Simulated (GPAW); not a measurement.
Runs of GPAW 26.7.0 on AlN. It takes space group F-43m (No. 216, cubic). Conventional cell: a = 4.368 Å, b = 4.368 Å, c = 4.368 Å, α = 90.00°, β = 90.00°, γ = 90.00°. Al (site symmetry -43m) has 4 N at 1.89 Å as nearest neighbours. N (site symmetry -43m) is surrounded by 4 Al at 1.89 Å. Measurements of this composition are mostly on another form, of space group No. 186.

| task | level | potentials or basis | cell | k mesh | cutoff (eV) | maxiter | ranks | optimizer | fmax | max steps | gap on the mesh (eV) | pressure (GPa) | relaxed volume (Å³/atom) |
| --- | --- | --- | --- | --- | --- | --- | --- | --- | --- | --- | --- | --- | --- |
| single point | PBE0 | GPAW PAW data sets (gpaw-data 1.2.1), pw | as given | 8 × 8 × 8 | 600 | 60 | 8 | - | - | - | 5.26 | - | - |
| relaxation of cell and atoms | PBEsol+D3(BJ)+ATM | PAW data sets generated in the run's folder for this functional, pw | relaxed | 10 × 10 × 10 | 800 | 150 | - | BFGS | 0.02 eV/Å | 60 | 3.18 | 0.0 | (a) |
| relaxation of cell and atoms | PBEsol | PAW data sets generated in the run's folder for this functional, pw | relaxed | 10 × 10 × 10 | 800 | 150 | - | BFGS | 0.02 eV/Å | 60 | 3.18 | 0.0 | 10.53 |
| relaxation of cell and atoms | PBEsol+D3(BJ) | PAW data sets generated in the run's folder for this functional, pw | relaxed | 10 × 10 × 10 | 800 | 150 | - | BFGS | 0.02 eV/Å | 60 | 3.18 | 0.0 | 10.35 |
| relaxation of cell and atoms | PBEsol+D4 | PAW data sets generated in the run's folder for this functional, pw | relaxed | 10 × 10 × 10 | 800 | 150 | - | BFGS | 0.02 eV/Å | 60 | 3.18 | -0.3 | (b) |
| single point | PBEsol | PAW data sets generated in the run's folder for this functional, pw | atoms moved at random, drawn with an rms of 0.05 Å | 10 × 10 × 10 | 800 | 150 | - | - | - | - | 3.02 | 2.6 | - |
| band structure | PBEsol | PAW data sets generated in the run's folder for this functional, pw | as given | 10 × 10 × 10 | 800 | 150 | - | - | - | - | 3.18 | 2.2 | - |

Alike in all rows: no spin polarisation; smearing fermi-dirac 0.05 eV.

Task: Fill in the values left out.

Result: (a) 10.38; (b) 10.41.

Caveats: later steps reuse the first step's grids (some runs); the PAW data sets were made with another functional, which shifts forces and pressure a little (some runs).

A k mesh can miss the band edges.
